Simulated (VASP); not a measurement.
# RbBr3 (Fm-3m) in VASP: further runs, part 2 of 2

VASP 6.6.1.

## Step 3: Single point, PBE (species swapped into the Tc3Ge type (Fm-3m, No. 225))

Contents of INCAR:

```
SYSTEM = RbBr3
  PREC = Accurate
  ENCUT = 520
  EDIFF = 1E-7
  ISMEAR = 0
  SIGMA = 0.1
  LREAL = .False.
  LASPH = .True.
  NELM = 80
  ALGO = Normal
  ISIF = 2
  LWAVE = .False.
  LCHARG = .False.
  GGA = PE
  NBANDS = 23
```

Contents of KPOINTS:

```
regular mesh
0
Gamma
  10 10 10
  0 0 0
```

Contents of POSCAR:

```
RbBr3
1.0
    0.0000000000      4.1030692712      4.1030692712
    4.1030692712      0.0000000000      4.1030692712
    4.1030692712      4.1030692712      0.0000000000
Rb Br
1 3
Direct
    0.0000000000      0.0000000000      0.0000000000
    0.2500000000      0.2500000000      0.2500000000
    0.7500000000      0.7500000000      0.7500000000
    0.5000000000      0.5000000000      0.5000000000
```

Potentials or basis: VASP PAW PBE potentials, release 64 (Rb_sv, Br).

Command:

```bash
cat potpaw_PBE.64/Rb_sv/POTCAR potpaw_PBE.64/Br/POTCAR > POTCAR
mpirun -np 1 vasp_std > vasp.out
```

OUTCAR:

```text
SYSTEM = RbBr3
   PREC = Accurate
   ENCUT = 520
   EDIFF = 1E-7
   ISMEAR = 0
   LREAL = .False.
   LASPH = .True.
   NELM = 80
   ISIF = 2
   GGA = PE

 ion  position               nearest neighbor table
   1  0.000  0.000  0.000-   2 3.55   3 3.55   3 3.55   3 3.55   3 3.55   2 3.55   2 3.55   2 3.55
                             4 4.10   4 4.10   4 4.10   4 4.10   4 4.10   4 4.10
   2  0.250  0.250  0.250-   1 3.55   1 3.55   1 3.55   1 3.55
   3  0.750  0.750  0.750-   1 3.55   1 3.55   1 3.55   1 3.55
   4  0.500  0.500  0.500-   1 4.10   1 4.10   1 4.10   1 4.10   1 4.10   1 4.10

  LATTYP: Found a face centered cubic cell.
 ALAT       =     8.2061385424

  Lattice vectors:

 A1 = (   0.0000000000,   4.1030692712,   4.1030692712)
 A2 = (   4.1030692712,   0.0000000000,   4.1030692712)
 A3 = (   4.1030692712,   4.1030692712,   0.0000000000)

Analysis of symmetry for initial positions (statically):
=====================================================================
 Subroutine PRICEL returns:
 Original cell was already a primitive cell.

 Routine SETGRP: Setting up the symmetry group for a
 face centered cubic supercell.

 Subroutine GETGRP returns: Found 48 space group operations
 (whereof 48 operations were pure point group operations)
 out of a pool of 48 trial point group operations.

The static configuration has the point symmetry O_h .

Analysis of symmetry for dynamics (positions and initial velocities):
=====================================================================
 Subroutine PRICEL returns:
 Original cell was already a primitive cell.

 Routine SETGRP: Setting up the symmetry group for a
 face centered cubic supercell.

 Subroutine GETGRP returns: Found 48 space group operations
 (whereof 48 operations were pure point group operations)
 out of a pool of 48 trial point group operations.

The dynamic configuration has the point symmetry O_h .

 Subroutine INISYM returns: Found 48 space group operations
 (whereof 48 operations are pure point group operations),
 and found     1 'primitive' translations

----------------------------------------------------------------------------------------

                                     Primitive cell

  volume of cell :     138.1518

  direct lattice vectors                    reciprocal lattice vectors
     0.000000000  4.103069271  4.103069271    -0.121859995  0.121859995  0.121859995
     4.103069271  0.000000000  4.103069271     0.121859995 -0.121859995  0.121859995
     4.103069271  4.103069271  0.000000000     0.121859995  0.121859995 -0.121859995

  length of vectors
     5.802616211  5.802616211  5.802616211     0.211067702  0.211067702  0.211067702

  position of ions in fractional coordinates (direct lattice)
     0.000000000  0.000000000  0.000000000
     0.250000000  0.250000000  0.250000000
     0.750000000  0.750000000  0.750000000
     0.500000000  0.500000000  0.500000000

  ion indices of the primitive-cell ions
   primitive index   ion index
                 1           1
                 2           2
                 3           3
                 4           4

----------------------------------------------------------------------------------------

 KPOINTS: regular mesh

Automatic generation of k-mesh.
 Grid dimensions read from file:
 generate k-points for:   10   10   10

 Generating k-lattice:

  Cartesian coordinates                     Fractional coordinates (reciprocal lattice)
    -0.012185999  0.012185999  0.012185999     0.100000000  0.000000000  0.000000000
     0.012185999 -0.012185999  0.012185999     0.000000000  0.100000000  0.000000000
     0.012185999  0.012185999 -0.012185999     0.000000000  0.000000000  0.100000000

  Length of vectors
     0.021106770  0.021106770  0.021106770

  Shift w.r.t. Gamma in fractional coordinates (k-lattice)
     0.000000000  0.000000000  0.000000000

 Subroutine IBZKPT returns following result:
 ===========================================

 Found     47 irreducible k-points:

 Following reciprocal coordinates:
            Coordinates               Weight
  0.000000  0.000000  0.000000      1.000000
  0.100000  0.000000  0.000000      8.000000
  0.200000  0.000000  0.000000      8.000000
  0.300000  0.000000  0.000000      8.000000
  0.400000  0.000000  0.000000      8.000000
  0.500000  0.000000  0.000000      4.000000
[... 16 lines left out ...]
  0.300000  0.300000  0.000000      6.000000
  0.400000  0.300000  0.000000     24.000000
 [... further k-points ...]
   k-points           NKPTS =     47   k-points in BZ     NKDIM =     47   number of bands    NBANDS=     23
   number of dos      NEDOS =    301   number of ions     NIONS =      4
   total plane-waves  NPLWV = 110592
   dimension x,y,z NGX =    48 NGY =   48 NGZ =   48
   dimension x,y,z NGXF=    96 NGYF=   96 NGZF=   96
   ions per type =               1   3
   NGX,Y,Z   is equivalent  to a cutoff of  13.75, 13.75, 13.75 a.u.
   NGXF,Y,Z  is equivalent  to a cutoff of  27.50, 27.50, 27.50 a.u.
 SYSTEM =  RbBr3
   PREC   = accura    normal or accurate (medium, high low for compatibility)
   ISTART =      0    job   : 0-new  1-cont  2-samecut
   ICHARG =      2    charge: 1-file 2-atom 10-const
   ISPIN  =      1    spin polarized calculation?
   LNONCOLLINEAR =      F non collinear calculations
   LSORBIT =      F    spin-orbit coupling
   LASPH  =      T    aspherical Exc in radial PAW
   ENCUT  =  520.0 eV  38.22 Ry    6.18 a.u.  10.79 10.79 10.79*2*pi/ulx,y,z
   NELM   =     80;   NELMIN=  2; NELMDL= -5     # of ELM steps
   EDIFF  = 0.1E-06   stopping-criterion for ELM
   LREAL  =      F    real-space projection
   EDIFFG = 0.1E-05   stopping-criterion for IOM
   NSW    =      0    number of steps for IOM
   IBRION =     -1    ionic relax: 0-MD 1-quasi-New 2-CG
   NFREE  =      0    steps in history (QN), initial steepest desc. (CG)
   ISIF   =      2    stress and relaxation
   ISYM   =      2    0-nonsym 1-usesym 2-fastsym
   POTIM  = 0.5000    time-step for ionic-motion
   TEBEG  =    0.0;   TEEND  =   0.0 temperature during run
   PSTRESS=    0.0 pullay stress
   NELECT =      30.0000    total number of electrons
   NUPDOWN=      -1.0000    fix difference up-down
   EMIN   =  10.00;   EMAX   =-10.00  energy-range for DOS
   EFERMI =   0.00;   METHOD = LEGACY
   ISMEAR =     0;   SIGMA  =   0.10  broadening in eV -4-tet -1-fermi 0-gaus
   EFERMI_NEDOS =   21; number of points for ismear=-14 and -15
   IALGO  =     38    algorithm
   IMIX   =      4    mixing-type and parameters
     AMIX     =   0.40;   BMIX     =  1.00
     AMIX_MAG =   1.60;   BMIX_MAG =  1.00
  volume/ion in A,a.u.               =      34.54       233.07
  Fermi-wavevector in a.u.,A,eV,Ry     =   0.984003  1.859496 13.174002  0.968262
  Thomas-Fermi vector in A             =   2.115203
   LORBIT       =      0    0 simple, 1 ext, 2 COOP (PROOUT), +10 PAW based schemes
   GGA     = PE    functional components
   LHFCALC =     F    Hartree Fock is set to
   AEXX    =    0.0000 exact exchange contribution
   IVDW    =     0    specifies the selected vdW correction
   LEPSILON=     F    determine dielectric tensor
   LRPA    =     F    only Hartree local field effects (RPA)
 non-spin polarized calculation
 Gauss-broadening in eV      SIGMA  =   0.10
  energy-cutoff  :      520.00
  volume of cell :      138.15
 maximum number of plane-waves:      3750
 NGX is ok and might be reduce to    48
   NGX = 21   NGY = 21   NGZ = 21

 number of electron      30.0000004 magnetization

 Free energy of the ion-electron system (eV)
  ---------------------------------------------------
  ext. energy  EPLUGINS =         0.00000000
  ---------------------------------------------------
  free energy    TOTEN  =        -7.80763467 eV

  energy without entropy =       -7.70143745  energy(sigma->0) =       -7.75453606

 E-fermi :  -0.7244     XC(G=0):  -8.0221

 val. band max:       -0.7253427854   @ k =   0.3000   0.1000   0.0000
 cond. band min:      -0.7235930218   @ k =  -0.1000   0.1000   0.0000
 fundamental gap:      0.0017497636
 Fermi energy:        -0.7243797531

 k-point     1 :       0.0000    0.0000    0.0000
  band No.  band energies     occupation
      1     -25.4650      2.00000
      2     -14.3941      2.00000
      3     -13.5778      2.00000
      4     -13.4942      2.00000
      5      -9.5838      2.00000
      6      -9.5838      2.00000
[... 613 lines left out ...]
     22       8.1391      0.00000
     23       8.2027      0.00000

 [... further k-points ...]
[... 5 lines left out ...]
  --------------------------------------------------------------------------------------
  -------------------------------------------------------------------------------------
  Total        0.0519403      0.0519403      0.0519403     -0.0000000      0.0000000     -0.0000000
  in kB        0.6023635      0.6023635      0.6023635     -0.0000000      0.0000000     -0.0000000
  external PRESSURE =       0.6023635 kB  Pullay stress =       0.0000000 kB

 VOLUME and BASIS-vectors are now :
 -----------------------------------------------------------------------------
  energy-cutoff  :      520.00
  volume of cell :      138.15
      direct lattice vectors                 reciprocal lattice vectors
     0.000000000  4.103069271  4.103069271    -0.121859995  0.121859995  0.121859995
     4.103069271  0.000000000  4.103069271     0.121859995 -0.121859995  0.121859995
     4.103069271  4.103069271  0.000000000     0.121859995  0.121859995 -0.121859995

 POSITION                                       TOTAL-FORCE (eV/Angst)
 -----------------------------------------------------------------------------------
      0.00000      0.00000      0.00000         0.000000     -0.000000      0.000000
      2.05153      2.05153      2.05153         0.000000     -0.000000     -0.000000
      6.15460      6.15460      6.15460        -0.000000      0.000000      0.000000
      4.10307      4.10307      4.10307         0.000000     -0.000000      0.000000
 -----------------------------------------------------------------------------------
    total drift:                               -0.000000     -0.000000     -0.000000

  FREE ENERGIE OF THE ION-ELECTRON SYSTEM (eV)
  ---------------------------------------------------
  free  energy   TOTEN  =        -7.8076346741 eV

  energy  without entropy=       -7.7014374498  energy(sigma->0) =       -7.75453606
```

Wall time 89 s (1 thread of Intel Xeon 6975P-C (Granite Rapids), shared host); peak memory 0.39 GiB.

What came out:

```yaml
Free_energy: -7.8076 eV
Pressure: 0.1 GPa
Band_gap_on_the_k_mesh: none (metal or under the smearing width)
```

## Step 4: Relaxation of cell and atoms, PBE (species swapped into the Tc3Ge type (Fm-3m, No. 225))

Contents of INCAR:

```
SYSTEM = RbBr3
PREC = Accurate ; ENCUT = 600
EDIFF = 1E-6 ; ISMEAR = 0
SIGMA = 0.1 ; LREAL = .False.
LASPH = .True. ; NELM = 60
ALGO = Fast ; ISIF = 3
LWAVE = .False. ; LCHARG = .False.
GGA = PE ; IBRION = 2
NSW = 100 ; EDIFFG = -0.01
```

KPOINTS is that of step 3.

POSCAR is that of step 3.

Command:

```bash
cat potpaw_PBE.64/Rb_sv/POTCAR potpaw_PBE.64/Br/POTCAR > POTCAR
mpirun -np 1 vasp_std > vasp.out
```

It took 2.1 min on 1 thread of Intel Xeon 6975P-C (Granite Rapids), shared host; peak memory 0.42 GiB.

Results (log left out):

```
Free energy                            : -7.8076 eV
Relaxed volume                         : 34.59 Å³/atom
Relaxed cell                           : a = 5.806 Å, b = 5.806 Å, c = 5.806 Å, α = 60.00°, β = 60.00°, γ = 60.00°
Space group after relaxing (to 0.05 Å) : Fm-3m (No. 225)
Energy gained by relaxing              : 0.0 meV/atom
Ionic steps                            : 2
Pressure after relaxing                : 0.0 GPa
Band gap on the k mesh                 : none (metal or under the smearing width)
```

Final structure:
```xyz
4
Lattice="0.0000 4.1053 4.1053 4.1053 0.0000 4.1053 4.1053 4.1053 0.0000" Properties=species:S:1:pos:R:3 pbc="T T T"
Rb    8.2105    8.2105    8.2105
Br    2.0526    2.0526    2.0526
Br    6.1579    6.1579    6.1579
Br    4.1053    4.1053    4.1053
```

Levels at points of the mesh, in eV from the Fermi level:
| k point | band 11 | band 12 | band 13 | band 14 | band 15 | band 16 | band 17 | band 18 | band 19 |
| --- | --- | --- | --- | --- | --- | --- | --- | --- | --- |
| (0.00, 0.00, 0.00) | -1.48 | -1.48 | -1.48 | 0.02 | 0.02 | 0.02 | 5.35 | 6.49 | 6.49 |
| (0.50, 0.00, 0.00) | -0.95 | -0.95 | -0.91 | -0.10 | -0.05 | -0.05 | 7.76 | 8.46 | 8.53 |
| (0.50, 0.50, 0.00) | -1.16 | -0.50 | -0.50 | -0.31 | 0.06 | 0.06 | 6.49 | 7.00 | 8.07 |

## Step 5: Single point, PBE (species swapped into the Tc3Ge type (Fm-3m, No. 225))

Contents of INCAR:

```
SYSTEM = RbBr3
  ALGO = Fast
  EDIFF = 1E-6
  ENCUT = 520
  GGA = PE
  ISIF = 2
  ISMEAR = 0
  LASPH = .True.
  LCHARG = .False.
  LREAL = .False.
  LWAVE = .False.
  NBANDS = 23
  NELM = 80
  PREC = Accurate
  SIGMA = 0.1
```

Contents of KPOINTS:

```
k-points
0
Gamma
  10 10 10
  0 0 0
```

POSCAR is that of step 4.

Potentials or basis: VASP PAW PBE potentials, release 64 (Rb_sv, Br).

Command:

```bash
cat potpaw_PBE.64/Rb_sv/POTCAR potpaw_PBE.64/Br/POTCAR > POTCAR
mpirun -np 1 vasp_std > vasp.out
```

OUTCAR:

```text
SYSTEM = RbBr3
   EDIFF = 1E-6
   ENCUT = 520
   GGA = PE
   ISIF = 2
   ISMEAR = 0
   LASPH = .True.
   LREAL = .False.
   NELM = 80
   PREC = Accurate

 ion  position               nearest neighbor table
   1  0.000  0.000  0.000-   2 3.55   3 3.55   3 3.55   3 3.55   3 3.55   2 3.55   2 3.55   2 3.55
                             4 4.10   4 4.10   4 4.10   4 4.10   4 4.10   4 4.10
   2  0.250  0.250  0.250-   1 3.55   1 3.55   1 3.55   1 3.55
   3  0.750  0.750  0.750-   1 3.55   1 3.55   1 3.55   1 3.55
   4  0.500  0.500  0.500-   1 4.10   1 4.10   1 4.10   1 4.10   1 4.10   1 4.10

  LATTYP: Found a face centered cubic cell.
 ALAT       =     8.2061385424

  Lattice vectors:

 A1 = (   0.0000000000,   4.1030692712,   4.1030692712)
 A2 = (   4.1030692712,   0.0000000000,   4.1030692712)
 A3 = (   4.1030692712,   4.1030692712,   0.0000000000)

Analysis of symmetry for initial positions (statically):
=====================================================================
 Subroutine PRICEL returns:
[... 175 lines left out ...]

  energy without entropy =       -7.70143799  energy(sigma->0) =       -7.75453619

 E-fermi :  -0.7242     XC(G=0):  -8.0221

 val. band max:       -0.7251760996   @ k =   0.3000   0.1000   0.0000
 cond. band min:      -0.7234273935   @ k =  -0.1000   0.1000   0.0000
 fundamental gap:      0.0017487061
 Fermi energy:        -0.7242114541

 k-point     1 :       0.0000    0.0000    0.0000
  band No.  band energies     occupation
      1     -25.4653      2.00000
      2     -14.3940      2.00000
      3     -13.5776      2.00000
      4     -13.4939      2.00000
      5      -9.5840      2.00000
      6      -9.5840      2.00000
[... 613 lines left out ...]
     22       8.1391      0.00000
     23       8.2027      0.00000

 [... further k-points ...]

------------------------ aborting loop because EDIFF is reached ----------------------------------------

  FORCE on cell =-STRESS in cart. coord.  units (eV):
  Direction    XX          YY          ZZ          XY          YZ          ZX
  --------------------------------------------------------------------------------------
  -------------------------------------------------------------------------------------
  Total        0.0490530      0.0490530      0.0490530     -0.0000000      0.0000000     -0.0000000
  in kB        0.5688782      0.5688782      0.5688782     -0.0000000      0.0000000     -0.0000000
  external PRESSURE =       0.5688782 kB  Pullay stress =       0.0000000 kB

 VOLUME and BASIS-vectors are now :
 -----------------------------------------------------------------------------
  energy-cutoff  :      520.00
  volume of cell :      138.15
      direct lattice vectors                 reciprocal lattice vectors
     0.000000000  4.103069271  4.103069271    -0.121859995  0.121859995  0.121859995
     4.103069271  0.000000000  4.103069271     0.121859995 -0.121859995  0.121859995
     4.103069271  4.103069271  0.000000000     0.121859995  0.121859995 -0.121859995

 POSITION                                       TOTAL-FORCE (eV/Angst)
 -----------------------------------------------------------------------------------
      0.00000      0.00000      0.00000        -0.000000     -0.000000     -0.000000
      2.05153      2.05153      2.05153        -0.000000     -0.000000     -0.000000
      6.15460      6.15460      6.15460         0.000000      0.000000      0.000000
      4.10307      4.10307      4.10307        -0.000000     -0.000000     -0.000000
 -----------------------------------------------------------------------------------
    total drift:                               -0.000000     -0.000000     -0.000000

  FREE ENERGIE OF THE ION-ELECTRON SYSTEM (eV)
  ---------------------------------------------------
  free  energy   TOTEN  =        -7.8076343865 eV

  energy  without entropy=       -7.7014379925  energy(sigma->0) =       -7.75453619
```

OSZICAR:

```text
N       E                     dE             d eps       ncg     rms          rms(c)
DAV:   1     0.181817103564E+03    0.18182E+03   -0.12706E+04  2162   0.112E+03
DAV:   2     0.542951825321E+01   -0.17639E+03   -0.17152E+03  3037   0.195E+02
DAV:   3    -0.757496614951E+01   -0.13004E+02   -0.12876E+02  2826   0.563E+01
DAV:   4    -0.792774191444E+01   -0.35278E+00   -0.35220E+00  3141   0.862E+00
DAV:   5    -0.793283214825E+01   -0.50902E-02   -0.50894E-02  2772   0.998E-01    0.363E+00
RMM:   6    -0.786636875952E+01    0.66463E-01   -0.34465E-01  2236   0.193E+00    0.235E+00
RMM:   7    -0.780440313314E+01    0.61966E-01   -0.44710E-02  2419   0.870E-01    0.152E+00
RMM:   8    -0.780726338661E+01   -0.28603E-02   -0.21677E-02  2783   0.736E-01    0.150E-01
RMM:   9    -0.780748572275E+01   -0.22234E-03   -0.25431E-03  2942   0.221E-01    0.919E-02
RMM:  10    -0.780763712903E+01   -0.15141E-03   -0.92312E-04  2740   0.163E-01    0.466E-02
RMM:  11    -0.780763020913E+01    0.69199E-05   -0.14454E-04  3373   0.523E-02    0.263E-02
RMM:  12    -0.780763146020E+01   -0.12511E-05   -0.51433E-05  3273   0.285E-02    0.687E-03
RMM:  13    -0.780763376739E+01   -0.23072E-05   -0.15056E-05  3284   0.154E-02    0.282E-03
RMM:  14    -0.780763438654E+01   -0.61915E-06   -0.46933E-06  2722   0.765E-03
   1 F= -.78076344E+01 E0= -.77545362E+01  d E =-.106196E+00
```

stdout:

```text
POSCAR found type information on POSCAR RbBr
 POSCAR found :  2 types and       4 ions
 scaLAPACK will be used
 LDA part: xc-table for (Slater+PW92), standard interpolation
 POSCAR, INCAR and KPOINTS ok, starting setup
 FFT: planning ... GRIDC
 FFT: planning ... GRID_SOFT
 FFT: planning ... GRID
 WAVECAR not read
 entering main loop
```

Run time: 2 min. Hardware: 1 thread of Intel Xeon 6975P-C (Granite Rapids), shared host; peak memory 0.38 GiB.

What came out:

```yaml
Free_energy: -7.8076 eV
Pressure: 0.1 GPa
Band_gap_on_the_k_mesh: none (metal or under the smearing width)
```
